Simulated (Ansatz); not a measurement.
## Molecular dynamics of Li₂O

Input:

```yaml
accuracy: low
crystal:
  lattice:
    - [0.0, 4.70628, 4.70628]
    - [4.70628, 0.0, 4.70628]
    - [4.70628, 4.70628, 0.0]
  atoms:
    - { symbol: Li, position: [0.125, 0.125, 0.125] }
    - { symbol: Li, position: [0.375, 0.375, 0.375] }
    - { symbol: O, position: [0.25, 0.25, 0.25] }
    - { symbol: Li, position: [0.125, 0.125, 0.625] }
    - { symbol: Li, position: [0.375, 0.375, 0.875] }
    - { symbol: O, position: [0.25, 0.25, 0.75] }
    - { symbol: Li, position: [0.125, 0.625, 0.125] }
    - { symbol: Li, position: [0.375, 0.875, 0.375] }
    - { symbol: O, position: [0.25, 0.75, 0.25] }
    - { symbol: Li, position: [0.125, 0.625, 0.625] }
    - { symbol: Li, position: [0.375, 0.875, 0.875] }
    - { symbol: O, position: [0.25, 0.75, 0.75] }
    - { symbol: Li, position: [0.625, 0.125, 0.125] }
    - { symbol: Li, position: [0.875, 0.375, 0.375] }
    - { symbol: O, position: [0.75, 0.25, 0.25] }
    - { symbol: Li, position: [0.625, 0.125, 0.625] }
    - { symbol: Li, position: [0.875, 0.375, 0.875] }
    - { symbol: O, position: [0.75, 0.25, 0.75] }
    - { symbol: Li, position: [0.625, 0.625, 0.125] }
    - { symbol: Li, position: [0.875, 0.875, 0.375] }
    - { symbol: O, position: [0.75, 0.75, 0.25] }
    - { symbol: Li, position: [0.625, 0.625, 0.625] }
    - { symbol: Li, position: [0.875, 0.875, 0.875] }
    - { symbol: O, position: [0.75, 0.75, 0.75] }
basis:
  ecutwfc: 420.0
kpoints:
  mp_grid: { grid: [2, 2, 2] }
hamiltonian:
  xc: pbe
scf:
  occupations: { method: fermi_dirac, width: 0.05 }
  lower_state_search: "off"
md:
  timestep: 1
  n_steps: 210
  ensemble: nve
  temperature: 1400.0
  initial_velocities: maxwell_boltzmann
  seed: 373324
```

Launched with:

```bash
$ ansatz run input.yaml --threads 1 --pin off --max-ram 3072MiB --backend cpu --events-out ev --progress --plain --runs-dir out
```

It starts from a structure without forces on its atoms.

Output, in part (step lines):

```
md step     0: t =     0.00 fs  T =  1400.0 K  F+E_penalty+E_count = -7838.75566705 eV  E_kin = 4.162172 eV  conserved = -7834.59349509 eV  (6 SCF iters)
md step     1: t =     1.00 fs  T =  1391.5 K  F+E_penalty+E_count = -7838.73048517 eV  E_kin = 4.137023 eV  conserved = -7834.59346261 eV  (6 SCF iters)
md step     2: t =     2.00 fs  T =  1366.4 K  F+E_penalty+E_count = -7838.65556380 eV  E_kin = 4.062212 eV  conserved = -7834.59335153 eV  (6 SCF iters)
md step     3: t =     3.00 fs  T =  1325.2 K  F+E_penalty+E_count = -7838.53285912 eV  E_kin = 3.939698 eV  conserved = -7834.59316112 eV  (6 SCF iters)
md step     4: t =     4.00 fs  T =  1269.0 K  F+E_penalty+E_count = -7838.36568596 eV  E_kin = 3.772795 eV  conserved = -7834.59289055 eV  (6 SCF iters)
md step     5: t =     5.00 fs  T =  1199.5 K  F+E_penalty+E_count = -7838.15871448 eV  E_kin = 3.566175 eV  conserved = -7834.59253915 eV  (4 SCF iters)
md step     6: t =     6.00 fs  T =  1118.7 K  F+E_penalty+E_count = -7837.91795583 eV  E_kin = 3.325848 eV  conserved = -7834.59210764 eV  (3 SCF iters)
md step     7: t =     7.00 fs  T =  1029.0 K  F+E_penalty+E_count = -7837.65071879 eV  E_kin = 3.059119 eV  conserved = -7834.59160022 eV  (3 SCF iters)
[... lines left out ...]
md step   210: t =   210.00 fs  T =   658.4 K  F+E_penalty+E_count = -7836.54762755 eV  E_kin = 1.957502 eV  conserved = -7834.59012512 eV  (6 SCF iters)
```

The steps, from the saved trajectory:

```tsv
time (fs)	T (K)	potential energy less start (eV)	conserved less start (meV/atom)
0.0	1400	0.000	0.00
7.0	1029	1.105	0.08
14.0	416	2.930	0.23
21.0	347	3.134	0.16
28.0	558	2.507	0.11
35.0	690	2.114	0.12
42.0	731	1.992	0.12
49.0	721	2.020	0.12
56.0	689	2.118	0.13
63.0	686	2.126	0.14
70.0	732	1.987	0.10
77.0	663	2.194	0.15
84.0	699	2.087	0.15
91.0	885	1.533	0.10
98.0	911	1.456	0.08
105.0	673	2.165	0.15
112.0	542	2.554	0.17
119.0	642	2.257	0.11
126.0	698	2.088	0.10
133.0	639	2.265	0.13
140.0	637	2.272	0.15
147.0	800	1.786	0.11
154.0	878	1.553	0.07
161.0	682	2.138	0.14
168.0	543	2.552	0.14
175.0	579	2.444	0.15
182.0	745	1.950	0.10
189.0	833	1.690	0.13
196.0	891	1.517	0.11
203.0	847	1.646	0.09
210.0	658	2.208	0.14
```

All steps were run. The conserved energy stayed within 0.24 meV per atom of its start (net change 0.14 meV per atom), so the integration is sound. Over the second half the temperature averaged 0.51 of the 1400 K drawn at the start: a run that starts near a minimum puts about half its kinetic energy into the potential. A run of 0.21 ps of so small a system gives no equilibrium averages. Limits of this set-up: coarse k mesh, low accuracy level.

Mean squared displacements from the first frame to the last, about the centre of mass: Li 0.06 Å², O 0.02 Å².

Last frame:

```xyz
24
Lattice="0.0000 4.7063 4.7063 4.7063 0.0000 4.7063 4.7063 4.7063 0.0000" Properties=species:S:1:pos:R:3
Li 1.085 1.302 1.043
Li 3.556 3.426 3.483
O 2.389 2.367 2.324
Li 3.348 3.595 1.121
Li 5.761 5.997 3.375
O 4.606 4.803 2.279
Li 3.239 0.777 3.503
Li 5.829 3.720 5.997
O 4.780 2.494 4.747
Li 5.852 3.571 3.458
Li 8.292 5.927 5.934
O 7.039 4.636 4.656
Li 1.030 3.707 3.643
Li 3.372 5.771 5.917
O 2.408 4.659 4.883
Li 3.812 5.858 3.842
Li 5.976 8.312 5.904
O 4.838 7.038 4.694
Li 3.601 3.436 5.931
Li 5.992 5.889 8.259
O 4.618 4.704 7.145
Li 6.185 6.040 5.821
Li 8.071 8.096 8.049
O 7.101 6.896 6.932
```

Time of the run: 11 min on 1 thread of Arm Neoverse V2, on a shared host, peak memory 0.57 GiB.
